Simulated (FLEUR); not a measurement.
# MgS (Niningerite) (Fm-3m) in FLEUR: notebook, part 2 of 2

FLEUR MaX-R8.1 (later development tree).

**3. Equation of state, r2SCAN, 16.55 Å³/atom (volume scaled by 0.94)**

Changes to inp.xml since step 2:

```diff
@@ -6,3 +6,3 @@
    <calculationSetup>
-      <cutoffs Kmax="4.3" Gmax="13.3" GmaxXC="13.3" numbands="0"/>
+      <cutoffs Kmax="4.43" Gmax="13.7" GmaxXC="13.7" numbands="0"/>
       <scfLoop itmax="80" minDistance="0.0001" maxIterBroyd="30" imix="Anderson" alpha="0.05" precondParam="0.0" spinf="2.0" sdNocoIR="T"/>
@@ -27,3 +27,3 @@
       <xi:include xmlns:xi="http://www.w3.org/2001/XInclude" href="sym.xml"> </xi:include>
-      <bulkLattice scale="1.0">
+      <bulkLattice scale="0.9795861087">
          <bravaisMatrix>
@@ -37,3 +37,3 @@
       <species name="Sulfur (S)" element="S" atomicNumber="16">
-         <mtSphere radius="2.28" gridPoints="753" logIncrement="0.016"/>
+         <mtSphere radius="2.21" gridPoints="753" logIncrement="0.016"/>
          <atomicCutoffs lmax="9" lnonsphr="9"/>
@@ -52,3 +52,3 @@
       <species name="Magnesium (Mg)" element="Mg" atomicNumber="12">
-         <mtSphere radius="2.28" gridPoints="753" logIncrement="0.015"/>
+         <mtSphere radius="2.21" gridPoints="753" logIncrement="0.015"/>
          <atomicCutoffs lmax="9" lnonsphr="9"/>
```

Potentials or basis: all-electron, FLAPW.

The run is started by

```sh
$ inpgen -f crystal.txt -profile fastHighL
$ # inp.xml edited to the form shown
$ fleur_MPI
```

Wall time 31 s (1 thread of Arm Neoverse V2, shared host); peak memory 0.08 GiB.

The run converged. Its results:

```yaml
Free_energy: -16323.3808 eV
Band_gap_on_the_k_mesh: 3.71 eV, indirect (least direct gap 5.16 eV)
Valence_electrons_inside_the_program's_atomic_spheres: S 4.74; Mg 8.49 (radii S 2.21, Mg 2.21 bohr)
```

Caveat: the meta-GGA is that of a development version, with a GGA for the radial functions and cores and without core tails; an odd mesh through Γ misses points on the zone boundary, where band edges often lie.

**4. Equation of state, r2SCAN, 16.91 Å³/atom (volume scaled by 0.96)**

Changes to inp.xml since step 3:

```diff
@@ -27,3 +27,3 @@
       <xi:include xmlns:xi="http://www.w3.org/2001/XInclude" href="sym.xml"> </xi:include>
-      <bulkLattice scale="0.9795861087">
+      <bulkLattice scale="0.9864848297">
          <bravaisMatrix>
```

The run is started by

```sh
$ inpgen -f crystal.txt -profile fastHighL
$ # inp.xml edited to the form shown
$ fleur_MPI
```

Run time: 32 s. Hardware: 1 thread of Arm Neoverse V2, shared host; peak memory 0.09 GiB.

Results (log left out):

```yaml
Free_energy: -16323.4006 eV
Band_gap_on_the_k_mesh: 3.67 eV, indirect (least direct gap 4.97 eV)
Valence_electrons_inside_the_program's_atomic_spheres: S 4.73; Mg 8.47 (radii S 2.21, Mg 2.21 bohr)
```

Caveat: the meta-GGA is that of a development version, with a GGA for the radial functions and cores and without core tails; an odd mesh through Γ misses points on the zone boundary, where band edges often lie.

**5. Equation of state, r2SCAN, 17.61 Å³/atom**

Changes to inp.xml since step 4:

```diff
@@ -27,3 +27,3 @@
       <xi:include xmlns:xi="http://www.w3.org/2001/XInclude" href="sym.xml"> </xi:include>
-      <bulkLattice scale="0.9864848297">
+      <bulkLattice scale="1.0000000000">
          <bravaisMatrix>
```

The run is started by

```sh
$ inpgen -f crystal.txt -profile fastHighL
$ # inp.xml edited to the form shown
$ fleur_MPI
```

Run time: 32 s. Hardware: 1 thread of Arm Neoverse V2, shared host; peak memory 0.09 GiB.

Results (log left out):

- Free energy: -16323.4157 eV
- Band gap on the k mesh: 3.59 eV, indirect (least direct gap 4.63 eV)
- Valence electrons inside the program's atomic spheres: S 4.70; Mg 8.44 (radii S 2.21, Mg 2.21 bohr)

Caveat: the meta-GGA is that of a development version, with a GGA for the radial functions and cores and without core tails; an odd mesh through Γ misses points on the zone boundary, where band edges often lie.

**6. Equation of state, r2SCAN, 18.31 Å³/atom (volume scaled by 1.04)**

Changes to inp.xml since step 5:

```diff
@@ -27,3 +27,3 @@
       <xi:include xmlns:xi="http://www.w3.org/2001/XInclude" href="sym.xml"> </xi:include>
-      <bulkLattice scale="1.0000000000">
+      <bulkLattice scale="1.0131594038">
          <bravaisMatrix>
```

Potentials or basis: all-electron, FLAPW.

The run is started by

```sh
$ inpgen -f crystal.txt -profile fastHighL
$ # inp.xml edited to the form shown
$ fleur_MPI
```

It took 34 s on 1 thread of Arm Neoverse V2, shared host; peak memory 0.09 GiB.

Results (log left out):

```yaml
Free_energy: -16323.4025 eV
Band_gap_on_the_k_mesh: 3.52 eV, indirect (least direct gap 4.33 eV)
Valence_electrons_inside_the_program's_atomic_spheres: S 4.67; Mg 8.41 (radii S 2.21, Mg 2.21 bohr)
```

Caveat: the meta-GGA is that of a development version, with a GGA for the radial functions and cores and without core tails; an odd mesh through Γ misses points on the zone boundary, where band edges often lie.

**7. Equation of state, r2SCAN, 18.67 Å³/atom (volume scaled by 1.06)**

Changes to inp.xml since step 6:

```diff
@@ -27,3 +27,3 @@
       <xi:include xmlns:xi="http://www.w3.org/2001/XInclude" href="sym.xml"> </xi:include>
-      <bulkLattice scale="1.0131594038">
+      <bulkLattice scale="1.0196128224">
          <bravaisMatrix>
```

The run is started by

```sh
$ inpgen -f crystal.txt -profile fastHighL
$ # inp.xml edited to the form shown
$ fleur_MPI
```

Wall time 35 s (1 thread of Arm Neoverse V2, shared host); peak memory 0.09 GiB.

The run converged. Its results:

* Free energy: -16323.3871 eV
* Band gap on the k mesh: 3.48 eV, indirect (least direct gap 4.18 eV)
* Valence electrons inside the program's atomic spheres: S 4.66; Mg 8.40 (radii S 2.21, Mg 2.21 bohr)

Caveat: the meta-GGA is that of a development version, with a GGA for the radial functions and cores and without core tails; an odd mesh through Γ misses points on the zone boundary, where band edges often lie.

**8. Equation of state, r2SCAN**

This step only gathers the single runs of the series.

Results:

| Quantity | Value |
| --- | --- |
| Equilibrium volume | 17.61 Å³/atom |
| Bulk modulus | 80 GPa |

Energy against volume, from the lowest point:
```tsv
volume (Å³/atom)	energy (meV/atom)
16.553	17.48
16.905	7.56
17.609	0.00
18.314	6.61
18.666	14.32
```

Caveat: the meta-GGA is that of a development version, with a GGA for the radial functions and cores and without core tails.
